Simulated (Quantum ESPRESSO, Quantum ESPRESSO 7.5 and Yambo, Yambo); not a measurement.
**MoS2 (2H monolayer): G0W0 with and without spin-orbit coupling**

Is the spin-orbit change of the gap of MoS2 (2H monolayer) the same in DFT and in GW?

Calculated with Quantum ESPRESSO 7.5 and Yambo 5.3.0; PBE and many-body steps on it, plane waves.

**What was measured.**

- Gap 2.16 ± 0.02 eV: quasiparticle gap from STS, corrected for modulation broadening; scanning tunnelling spectroscopy; 5 K; monolayer (CVD-grown monolayer on epitaxial graphene) on epitaxial graphene on SiC (“Quantum-Confined Electronic States arising from Moir'e Pattern of MoS2-WSe2 Hetero-bilayers”, 2017, arxiv:1712.00116).

- Gap 1.8 eV: optical gap, lowest direct exciton at K from PL; photoluminescence, 514.5 nm excitation; monolayer (exfoliated natural molybdenite monolayer on SiO2) (“Electroluminescence in Single Layer MoS2”, 2012, arxiv:1211.4311).

- Gap 2.35 eV: quasiparticle gap from STS; scanning tunneling spectroscopy; monolayer (exfoliated monolayer on few-layer hBN, back gate 50 V) on hBN (“Impact of intrinsic and extrinsic imperfections on the electronic and optical properties of MoS2”, 2019, arxiv:1905.01242).

- Gap 1.87 eV: optical (excitonic) direct gap, PL peak; photoluminescence; 300 K; monolayer (exfoliated single layer on SiO2/Si) (“Strong interlayer coupling in van der Waals heterostructures built from single-layer chalcogenides”, 2014, arxiv:1403.3754).

- Gap 2.4 eV: quasiparticle gap of monolayer from STS; scanning tunnelling spectroscopy; monolayer (CVD-grown on highly oriented pyrolytic graphite, n-type, UHV) on HOPG (“Nanoscale redox mapping at the MoS2-liquid interface”, 2021, pmc:7910562).

This is a selection; 32 further reports are not listed.

## Step 1: The starting structure

The cell holds 3 atoms: 1 Mo and 2 S. Its edges and angles: a = 3.185 Å, b = 3.185 Å, c = 16.000 Å, α = 90.0°, β = 90.0°, γ = 120.0°. Vacuum lies along c.

The structure was relaxed with PBE. The runs that relaxed it are not among those shown.

## Step 2: Empty states on the mesh, 6×6×1 mesh, 163 bands

This step: Quantum ESPRESSO 7.5; DFT, PBE, plane waves, norm-conserving pseudopotentials.

The sums over transitions need many empty states on a uniform mesh; this step solves for them.

File pw.in:

```
&control
  calculation = 'nscf'
  prefix = 'x'
  outdir = 'o'
  pseudo_dir = 'pseudo'
/
&system
  ibrav = 0
  nat = 3
  ntyp = 2
  ecutwfc = 72.0
  nbnd = 163
  force_symmorphic = .true.
/
&electrons
  conv_thr = 1e-9
  electron_maxstep = 80
  diago_full_acc = .true.
  diago_thr_init = 5e-6
/
ATOMIC_SPECIES
  Mo 95.95 Mo.upf
  S 32.06 S.upf
CELL_PARAMETERS angstrom
  3.1851870510 -0.0000000003 0.0000000000
  -1.5925935253 2.7584529021 0.0000000000
  0.0000000000 0.0000000000 16.0000000000
ATOMIC_POSITIONS crystal
  Mo 0.3333333333 0.6666666667 0.5000000000
  S 0.6666666667 0.3333333333 0.5976878787
  S 0.6666666667 0.3333333333 0.4023121213
K_POINTS automatic
  6 6 1 0 0 0
```

On the command line:

```bash
$ OMP_NUM_THREADS=1 mpirun -n 4 pw.x -nk 4 -in pw.in > pw.out
```

Log:

```text
Program PWSCF v.7.5 starts

     This program is part of the open-source Quantum ESPRESSO suite
     for quantum simulation of materials; please cite
         "P. Giannozzi et al., J. Phys.:Condens. Matter 21 395502 (2009);
         "P. Giannozzi et al., J. Phys.:Condens. Matter 29 465901 (2017);
         "P. Giannozzi et al., J. Chem. Phys. 152 154105 (2020);
     in publications or presentations arising from this work. More details at

     Atomic positions and unit cell read from directory:
     o/x.save/

     Message from routine setup:
[...]
k = 0.0000 0.3849 0.0000 (  9806 PWs)   bands (ev):

[...]
32.1940  33.4459  33.6151  34.0432  34.1955  34.2871  34.7035  34.8627
     [... 9 further rows ...]
    56.2431  56.9834  57.0281  57.0523  57.2694  57.6938  58.4789  58.5571
    58.9611  59.2309  59.5188

          k =-0.0000-0.5774 0.0000 (  9802 PWs)   bands (ev):

     [... further k-points ...]

     highest occupied, lowest unoccupied level (ev):     0.2653    1.9226

     XML data file, pseudopotentials, collected wavefunctions

=------------------------------------------------------------------------------=
   JOB DONE.
=------------------------------------------------------------------------------=
```

It took 37 s on 4 MPI ranks of Arm Neoverse V1, shared host; peak memory 0.8 GiB; 2.5 min of CPU time.

This step gave:

```
gap                                                           : 1.657 eV
k of the valence top                                          : 0, 0, 0
k of the conduction bottom                                    : 0.3333, 0.3333, 0
least direct gap                                              : 1.676 eV
k points computed                                             : 7
lowest point of the top converged band, above the valence top : 57.3656 eV
```

On this mesh the gap is 1.657 eV.

The density comes from a self-consistent run that is not shown.

## Step 3: Conversion and set-up

This step: Yambo 5.3.0; conversion and set-up on PBE, plane waves, norm-conserving pseudopotentials.

The states are converted to the many-body program's format and the q mesh is built.

On the command line:

```bash
$ (cd o/x.save; p2y > p2y.log; mv SAVE ../..); yambo > setup.log
```

Log:

```text
 Yambo, version 5.3.0

 [02] CORE Variables Setup
 =========================

  [02.01] Unit cells
  ==================

  Cell kind             :  HCP
  Atoms in the cell     :  Mo  S
  number of Mo atoms    :  1
  number of S  atoms    :  2

  List of atomic masses
  Mass of Mo    :  95.95000
  Mass of S     :  32.06000

  List of atomic coordinates    : [cc]
  Mo1       : -0.48993E-10   3.4751       15.118      order 1
  S1       :   3.00957   1.73757  18.07146  order 2
  S2       :   3.00957   1.73757  12.16416  order 3

[...]
BZ  Q-points                                      :   36

 K/Q-points units:
 rlu = crystal or reduced units; cc = cartesian coordinates; iku = interal k-units

 Q [1]          [rlu]:  0.000000  0.000000  0.000000
 Q [2]          [rlu]:  0.72454E-18  0.16667       0.0000
 Q [3]          [rlu]:  0.14491E-17  0.33333       0.0000
 Q [4]          [rlu]: -0.21736E-17 -0.50000       0.0000
 Q [5]          [rlu]:  0.166667  0.166667  0.000000
 Q [6]          [rlu]:  0.166667  0.333333  0.000000
 Q [7]          [rlu]:  0.333333  0.333333  0.000000

  [03.01] X indexes
  =================

   [03.01.01] Sigma indexes
   ========================

 [06] Game Over & Game summary
```

Elapsed: 2.7 s, on 1 MPI rank; peak memory 0.25 GiB.

## Step 4: Scalar-relativistic

Now the one-shot GW correction: screening in the RPA, then the self-energy of the levels asked for.

This step: G0W0 on PBE, plane waves, norm-conserving pseudopotentials.

File gw1.in:

```
HF_and_locXC
gw0
dyson
ppa
em1d
rim_cut
rim_w
RandQpts= 3000000
RandGvec= 100 RL
CUTGeo= "slab z"
RandGvecW= 9 RL
EXXRLvcs= 72 Ry
VXCRLvcs= 288 Ry
Chimod= "HARTREE"
% BndsRnXp
 1 | 163 |
%
NGsBlkXp= 13 Ry
% LongDrXp
 1 | 1 | 0 |
%
% GbndRnge
 1 | 163 |
%
DysSolver= "n"
ExtendOut
PPAPntXp= 27.21138 eV
% QPkrange
 1 | 1 | 12 | 15 |
 7 | 7 | 12 | 15 |
%
```

On the command line:

```bash
$ OMP_NUM_THREADS=1 mpirun -n 4 yambo -F gw1.in -J gw1 -C gw1 > gw1.log
```

Log:

```text
 Yambo, version 5.3.0

 [02] CORE Variables Setup
 =========================

  [... cell, symmetries and grids as in the set-up ...]

  [02.05] Energies & Occupations
  ==============================

  [X] === General ===
  [X] Electronic Temperature                        :  0.000000  0.000000 [eV K]
  [X] Bosonic    Temperature                        :  0.000000  0.000000 [eV K]
  [X] Finite Temperature mode                       : no
  [X] El. density                                   :  0.18495E+24 [cm-3]
  [X] Fermi Level                                   :  0.265291 [eV]

  [X] === Gaps and Widths ===
  [X] Conduction Band Min                           :  1.657320 [eV]
  [X] Valence Band Max                              :  0.000000 [eV]
  [X] Filled Bands                                  :  13
  [X] Empty Bands                                   :   14  163
  [X] Direct Gap                                    :  1.675645 [eV]
  [X] Direct Gap localized at k                     :   7
  [X] Indirect Gap                                  :  1.657320 [eV]
  [X] Indirect Gap between kpts                     :   1   7
  [X] Last valence band width                       :  0.962500 [eV]
  [X] 1st conduction band width                     :  1.095041 [eV]

 [03] Transferred momenta grid and indexing
 ==========================================

 IBZ Q-points                                      :   7
 BZ  Q-points                                      :   36

 K/Q-points units:
 rlu = crystal or reduced units; cc = cartesian coordinates; iku = interal k-units

 Q [1]          [rlu]:  0.000000  0.000000  0.000000
 Q [2]          [rlu]:  0.72454E-18  0.16667       0.0000
 Q [3]          [rlu]:  0.14491E-17  0.33333       0.0000
 Q [4]          [rlu]: -0.21736E-17 -0.50000       0.0000
 Q [5]          [rlu]:  0.166667  0.166667  0.000000
 Q [6]          [rlu]:  0.166667  0.333333  0.000000
 Q [7]          [rlu]:  0.333333  0.333333  0.000000

 [04] Coloumb potential Random Integration (RIM)
 ===============================================

 Performing RIM of v_slab

  [04.01] RIM initialization
  ==========================

  * Diagonal components only detected *

  8 x (sBL volume)        :  0.058105 [a.u.]
  sBZ random points       :  3000000
  Points outside the sBZ  :  24000829
  RL volume               :  0.261470 [a.u.]
  Integrated volume       :  0.261461 [a.u.]

  [04.02] RIM integrals
  =====================

  Gamma point sphere radius             :  0.047170 [a.u.]
  Points outside the sphere             :  2398884
  [Int_sBZ(q=0) 1/q^2]*(Vol_sBZ)^(-1/3) =:  7.613553
                                 should be <:  7.795600

  Summary of Coulomb integrals for non-metallic bands |Q|[au] RIM/Bare

  Q [1] 0.100000E-4 0.976648 * Q [2] 0.200893 1.066528
  Q [5] 0.347956 1.040626 * Q [3] 0.401785 1.032674
  Q [6] 0.531512 1.019833 * Q [4] 0.602678 1.015592
  Q [7] 0.695913 1.011635
  Non-periodic chartesian directions : none
  Optical renormalization            :  30.23562 [au]
  Polarizability dimension           : length

 [05] Coloumb potential CutOffslab
 =================================

 Cut directionsZ
 Slab Cutoff:Z
 Symmetry test passed : yes

 [06] Dipoles
 ============

  [06.01] Setup: observables and procedures
  =========================================

  [WARNING] [x,Vnl] slows the Dipoles computation. To neglect it rename the ns.kb_pp file

 [07] Dynamic Dielectric Matrix (PPA)
 ====================================

 [WR./gw1//ndb.pp]---------------------------------------------------------------
  Brillouin Zone Q/K grids (IBZ/BZ)                :    7   36    7   36
  RL vectors                                       :  12105 [WF]
  Coulomb cutoff potential                         : slab z
  Electronic Temperature                           :  0.000000 [K]
  Bosonic    Temperature                           :  0.000000 [K]
  PPA    diel. fun.  energies                      : Perdew, Burke & Ernzerhof(X)+Perdew, Burke & Ernzerhof(C)
[...]
E_xc :  -24.84286 [Ry]

  Local XC kind (lXC) : Perdew, Burke & Ernzerhof(X)+Perdew, Burke & Ernzerhof(C)
  Non-Local XC kind (nlXC) : Hartree-Fock

  Corrections @ K [1] :  [eV]
 <12|nlXC|12> = -17.83049  0.82272E-17 <12|lXC|12> = -16.07672 -0.94408E-16
 <13|nlXC|13> = -16.33798 -0.93709E-17 <13|lXC|13> = -15.34936 -0.59005E-17
 <14|nlXC|14> = -11.15461 -0.30190E-17 <14|lXC|14> = -15.61705 -0.47204E-16
 <15|nlXC|15> = -11.15461  0.29489E-17 <15|lXC|15> = -15.61705 -0.37763E-15

  Corrections @ K [7] :  [eV]
 <12|nlXC|12> = -17.62196 -0.73797E-18 <12|lXC|12> = -14.49070 -0.11801E-16
 <13|nlXC|13> = -16.85911 -0.12457E-16 <13|lXC|13> = -16.36296  0.47204E-16
 <14|nlXC|14> = -13.44914  0.13425E-17 <14|lXC|14> = -17.57914 -0.75527E-15
 <15|nlXC|15> = -10.37566 -0.53219E-18 <15|lXC|15> = -15.33098  0.94408E-16

  [08.01] Hartree-Fock occupations report
  =======================================

  [Hartree-Fock] === General ===
  [Hartree-Fock] Electronic Temperature             :  0.000000  0.000000 [eV K]
  [Hartree-Fock] Bosonic    Temperature             :  0.000000  0.000000 [eV K]
  [Hartree-Fock] Finite Temperature mode            : no
  [Hartree-Fock] El. density                        :  0.18495E+24 [cm-3]
  [Hartree-Fock] Fermi Level                        :  0.265291 [eV]

  [Hartree-Fock] === Gaps and Widths ===
  [Hartree-Fock] Conduction Band Min                :  1.934128 [eV]
  [Hartree-Fock] Valence Band Max                   : -0.286827 [eV]
  [Hartree-Fock] Filled Bands                       :  13
  [Hartree-Fock] Empty Bands                        :   14  163
  [Hartree-Fock] Direct Gap                         :  2.581976 [eV]
  [Hartree-Fock] Direct Gap localized at k          :  2
  [Hartree-Fock] Indirect Gap                       :  2.220955 [eV]
  [Hartree-Fock] Indirect Gap between kpts          :   2   5
  [Hartree-Fock] Last valence band width            :  0.701788 [eV]
  [Hartree-Fock] 1st conduction band width          :  5.280670 [eV]

 [09] Dyson equation: Newton solver
 ==================================

  [09.01] RIM-W interpolation
  ===========================

  [WARNING] RIM-W works only for 2D semiconductors with slab cutoff
  Found compatible q grid: 2D
  q_min[ 1 ]:  0.16667      0.75423E-11   0.0000     [rlu]
   0.166667  0.083333  0.000000 [iku]
  q_min[ 2 ]:  0.72454E-18  0.16667       0.0000     [rlu]
   0.18126E-10  0.16667       0.0000     [iku]
  G-vectors :   9
  G-vectors loaded:   65
  Number of interpolated frequencies:  2

  Evaluating coefficients q = 0
  Evaluating coefficients q = 0

  [09.02] RIM-W integrals
  =======================

  8 x (sBL volume)        :  0.058105 [a.u.]
  sBZ random points       :  3000000
  Points outside the sBZ  :  24000829
  RL volume               :  0.261470 [a.u.]
  Integrated volume       :  0.261461 [a.u.]

  [09.03] RIM integrals
  =====================

  Comparison between head Wc = W - v averages: < Wc > [au] RIM-W/RIM

   < -Wc [Q = 1] > 0.420526E-1 0.602809E-4 * < -Wc [Q = 2] > 0.005294 0.005079
   < -Wc [Q = 3] > 0.915082E-3 0.896593E-3 * < -Wc [Q = 4] > 0.308796E-3 0.305483E-3
   < -Wc [Q = 5] > 0.001335 0.001301 * < -Wc [Q = 6] > 0.436249E-3 0.431176E-3
   < -Wc [Q = 7] > 0.208479E-3 0.207023E-3

  Comparison between head Wc = W - v averages: < Wc > [au] RIM-W/RIM

   < -Wc [G = 1,G`=0] > 0.420526E-1 0.602809E-4 * < -Wc [G = 2,G`=0] >-0.002932 0.000000
   < -Wc [G = 3,G`=0] >-0.002932 0.000000 * < -Wc [G = 4,G`=0] > 0.517030E-4  0.00000
   < -Wc [G = 5,G`=0] > 0.517030E-4  0.00000 * < -Wc [G = 6,G`=0] > 0.166868E-3  0.00000
   < -Wc [G = 7,G`=0] > 0.166868E-3  0.00000 * < -Wc [G = 8,G`=0] >-0.394189E-4  0.00000
   < -Wc [G = 9,G`=0] >-0.394189E-4  0.00000

 [10] G0W0 (W PPA)
 =================

 [  GW  ] Bands range     :    1  163
 [GW/PPA] G damping       :  0.100000 [eV]

 QP @ state[ 1 ] K range:  1  1
 QP @ state[ 1 ] b range:  12  15
 QP @ state[ 2 ] K range:   7   7
 QP @ state[ 2 ] b range:  12  15

  Sc/G bands                                       :    1  163
  Sc/G damping                                     :  0.100000 ev
  Sc bands terminator                              : no
  Sx RL components                                 :   9759

  QP @ state[ 1 ] K range                          :  1  1
  QP @ state[ 1 ] b range                          :  12  15
  QP @ state[ 2 ] K range                          :   7   7
  QP @ state[ 2 ] b range                          :  12  15
  GF energies kind                                 : Perdew, Burke & Ernzerhof(X)+Perdew, Burke & Ernzerhof(C)
  GF WF`s kind                                     : Perdew, Burke & Ernzerhof(X)+Perdew, Burke & Ernzerhof(C)
  Xs energies kind                                 : Perdew, Burke & Ernzerhof(X)+Perdew, Burke & Ernzerhof(C)
  Xs WF`s kind                                     : Perdew, Burke & Ernzerhof(X)+Perdew, Burke & Ernzerhof(C)

 [14] Game Over & Game summary
```

The job ended after 12 min (4 MPI ranks; peak memory 2.2 GiB; 47 min of CPU time).

This step gave:

```
G0W0 gap on the points computed              : 2.578 eV
starting gap on the mesh                     : 1.657 eV
k of the valence top                         : 0.3333, 0.3333, 0
k of the conduction bottom                   : 0.3333, 0.3333, 0
least direct G0W0 gap on the computed points : 2.578 eV
Z at the valence top                         : 0.7356
Z at the conduction bottom                   : 0.7307
```

The gap on the mesh goes from 1.66 eV to 2.58 eV, a correction of +0.92 eV.

## Step 5: Empty states on the mesh, 6×6×1 mesh, 326 bands

This step: Quantum ESPRESSO 7.5; DFT, PBE with spin-orbit coupling, plane waves, norm-conserving pseudopotentials.

Changes to pw.in since step 2:

```diff
@@ -11,4 +11,6 @@
   ecutwfc = 72.0
-  nbnd = 163
+  nbnd = 326
   force_symmorphic = .true.
+  noncolin = .true.
+  lspinorb = .true.
 /
```

On the command line:

```bash
$ OMP_NUM_THREADS=1 mpirun -n 4 pw.x -nk 4 -in pw.in > pw.out
```

Log:

```text
[banner, memory and clock lines left out]
Program PWSCF v.7.5 starts

     Atomic positions and unit cell read from directory:
     o/x.save/

     Message from routine setup:
     using ibrav=0 with symmetry is DISCOURAGED, use correct ibrav instead

     G-vector sticks info

     bravais-lattice index     =            0
     lattice parameter (alat)  =       6.0191  a.u.
     unit-cell volume          =     948.6742 (a.u.)^3
     number of atoms/cell      =            3
     number of atomic types    =            2
     number of electrons       =        26.00
[...]
[... 29 further rows ...]
[...]
60.2240  60.2240  60.5749  60.5749  60.7671  60.7671

          k = 0.0000 0.3849 0.0000 (  9806 PWs)   bands (ev):

[...]
17.7064  17.7064  18.2094  18.2094  18.4618  18.4618  20.0796  20.0796
     [... 29 further rows ...]
    57.2700  57.2700  57.6940  57.6940  58.4761  58.4761  58.5601  58.5601
    58.9624  58.9624  59.2322  59.2322  59.5188  59.5188

          k =-0.0000-0.5774 0.0000 (  9802 PWs)   bands (ev):

     [... further k-points ...]

     highest occupied, lowest unoccupied level (ev):     0.3243    1.9221

     XML data file, pseudopotentials, collected wavefunctions
```

Wall time 4 min (4 MPI ranks); peak memory 2.4 GiB.

Numbers from this step:

- gap: 1.598 eV
- k of the valence top: 0.3333, 0.3333, 0
- k of the conduction bottom: 0.3333, 0.3333, 0
- least direct gap: 1.598 eV
- k points computed: 7
- lowest point of the top converged band, above the valence top: 57.3076 eV

On this mesh the gap is 1.598 eV.

The density comes from a self-consistent run that is not shown, made with spin-orbit coupling and fully relativistic files.

## Step 6: Conversion and set-up

This step: Yambo 5.3.0; conversion and set-up on PBE with spin-orbit coupling, plane waves, norm-conserving pseudopotentials.

On the command line:

```bash
$ (cd o/x.save; p2y > p2y.log; mv SAVE ../..); yambo > setup.log
```

Log:

```text
 Yambo, version 5.3.0

 [02] CORE Variables Setup
 =========================

  [02.01] Unit cells
  ==================

  Cell kind             :  HCP
  Atoms in the cell     :  Mo  S
  number of Mo atoms    :  1
  number of S  atoms    :  2

  List of atomic masses
  Mass of Mo    :  95.95000
  Mass of S     :  32.06000

  List of atomic coordinates    : [cc]
  Mo1       : -0.48993E-10   3.4751       15.118      order 1
  S1       :   3.00957   1.73757  18.07146  order 2
  S2       :   3.00957   1.73757  12.16416  order 3

[...]
BZ  Q-points                                      :   36

 K/Q-points units:
 rlu = crystal or reduced units; cc = cartesian coordinates; iku = interal k-units

 Q [1]          [rlu]:  0.000000  0.000000  0.000000
 Q [2]          [rlu]:  0.72454E-18  0.16667       0.0000
 Q [3]          [rlu]:  0.14491E-17  0.33333       0.0000
 Q [4]          [rlu]: -0.21736E-17 -0.50000       0.0000
 Q [5]          [rlu]:  0.166667  0.166667  0.000000
 Q [6]          [rlu]:  0.166667  0.333333  0.000000
 Q [7]          [rlu]:  0.333333  0.333333  0.000000

  [03.01] X indexes
  =================

   [03.01.01] Sigma indexes
   ========================

 [06] Game Over & Game summary
```

Wall time 3.8 s (1 MPI rank); peak memory 0.25 GiB.

(Part 1 of 2 ends here.)

[Paths, hosts, dates, memory and timing lines, banners, echoed tables and standing remarks are left out of the program output.]

[Logs are printed without paths, hosts, clocks, repeated set-up lines and the standing remarks that a program may print on its own settings, such as how far it seeks lower states.]

[Runs of the session that timed out or met a known fault of the program may be left out.]

[Hosts, paths, dates, database ids (printed as entryN), source tags and the programs' standing remarks are cut or masked in the printed files.]
